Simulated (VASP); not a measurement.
**From VASP inputs to Ansatz: CdSe (strained zincblende)**

INCAR

```
NELM = 120
PREC = Accurate
LASPH = .TRUE.
NSW = 0
SIGMA = 0.02
LREAL = .FALSE.
LCHARG = .TRUE.
LWAVE = .FALSE.
IBRION = -1
NBANDS = 16
EDIFF = 1E-7
GGA = PE
LELF = .TRUE.
ENCUT = 520
ISIF = 2
ISMEAR = -1
```

KPOINTS

```
KPOINTS created by Atomic Simulation Environment
0
Gamma
8 8 8
0 0 0
```

KPOINTS_OPT

```
special points
6
Reciprocal
0.0000000000 0.0000000000 0.0000000000 1
-0.5000000000 -0.5000000000 0.0000000000 1
-0.3750000000 -0.3750000000 0.2500000000 1
-0.3750000000 0.0000000000 0.3750000000 1
0.0000000000 0.0000000000 0.5000000000 1
-0.5000000000 -0.2500000000 0.2500000000 1
```

POSCAR

```
Cd Se
 1.0000000000000000
     0.0773857186000000    3.0838110646999999    3.0838110646999999
     3.0838110646999999    0.0773857186000000    3.0838110646999999
     3.0838110646999999    3.0838110646999999    0.0773857186000000
 Cd  Se
   1   1
Cartesian
  0.0172805137631156  0.0172805137631156  0.0172805137631156
  1.5439714482368845  1.5439714482368845  1.5439714482368847
```

VASP ran with the recommended PBE PAW datasets (18 valence electrons in the cell).

**Question.** Translate these files to an Ansatz input.

**Answer.** 

```yaml
crystal:
  lattice:
    - [0.0773857186, 3.0838110647, 3.0838110647]
    - [3.0838110647, 0.0773857186, 3.0838110647]
    - [3.0838110647, 3.0838110647, 0.0773857186]
  atoms:
    - { symbol: Cd, position: [0.0027670924, 0.0027670924, 0.0027670924] }
    - { symbol: Se, position: [0.2472329076, 0.2472329076, 0.2472329076] }
kpoints:
  mp_grid: { grid: [8, 8, 8] }
  band_path:
    path:
      - [0.0, 0.0, 0.0]
      - [-0.5, -0.5, 0.0]
      - [-0.375, -0.375, 0.25]
      - [-0.375, 0.0, 0.375]
      - [0.0, 0.0, 0.5]
      - [-0.5, -0.25, 0.25]
    npoints: 1
hamiltonian:
  xc: pbe
scf:
  occupations: { method: fermi_dirac, width: 0.02 }
  n_extra_bands: 4
output:
  forces: true
  stress: true
  eigenvalues: true
  write_density: true
  write_potential: true
  elf: true
  volumetric_format: npy
```

Other inputs would serve too.

|  | VASP | Ansatz |
| --- | --- | --- |
| gap between bands v and c | 0.53 eV | 0.53 eV |
| least direct gap | 0.53 eV | 0.53 eV |
| pressure | 2.9 GPa | 2.6 GPa |

Each program uses its own PAW datasets. VASP's cell holds 18 valence electrons and Ansatz's 36. Ansatz's stress includes a Pulay correction; VASP's doesn't.
